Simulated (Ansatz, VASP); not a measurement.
**Two plane-wave programs on Al**

File INCAR:

```
SYSTEM = Al
PREC = Accurate
ENCUT = 520
EDIFF = 1E-6
ISMEAR = -1
SIGMA = 0.6
LREAL = .FALSE.
LASPH = .TRUE.
NELM = 80
ALGO = Normal
ISIF = 2
LWAVE = .FALSE.
LCHARG = .FALSE.
GGA = PE
NBANDS = 8
```

Contents of KPOINTS:

```
Automatic mesh
0
G
  13 13 13
  0 0 0
```

The input POSCAR:

```
Al
1.0
    0.0000000000      2.0199630948      2.0199630948
    2.0199630948      0.0000000000      2.0199630948
    2.0199630948      2.0199630948      0.0000000000
Al
1
Direct
    0.0000000000      0.0000000000      0.0000000000
```

Input for Ansatz:

```yaml
crystal:
  lattice:
    - [0.0, 2.0199630948, 2.0199630948]
    - [2.0199630948, 0.0, 2.0199630948]
    - [2.0199630948, 2.0199630948, 0.0]
  atoms:
    - { symbol: Al, position: [0.0, 0.0, 0.0] }
hamiltonian:
  xc: pbe
  pseudopotentials:
    kind: paw
    azcp:
      Al: "pseudopotentials/Al.paw.azcp"
basis:
  ecutwfc: 420
  fft_grid_basis: typed
kpoints:
  mp_grid: { grid: [13, 13, 13], shift: [0, 0, 0] }
magnetization:
  spin_polarized: false
scf:
  occupations: { method: fermi_dirac, width: 0.6 }
  lower_state_search: "off"
output:
  stress: true
  write_density: true
  write_potential: true
  elf: true
  volumetric_format: npy
```

Alike in both runs: task single point; functional PBE; k mesh 13 × 13 × 13; occupations fermi-dirac, width 0.6 eV; no spin polarisation.

|  | VASP | Ansatz |
| --- | --- | --- |
| version | VASP 6.6.1 | Ansatz 0.2.0 |
| potentials or method | VASP PAW PBE potentials, release 64 (Al) | plane waves (420 eV) with PAW, scalar-relativistic |
| plane-wave cutoff (eV) | 520 | 420 |
| valence electrons in the cell | 3 | 3 |

|  | VASP | Ansatz | Ansatz less VASP |
| --- | --- | --- | --- |
| pressure (GPa) | 1.7 | 1.7 | +0.04 |

With one functional, cell and mesh, what is left measures potentials, basis and numerics.
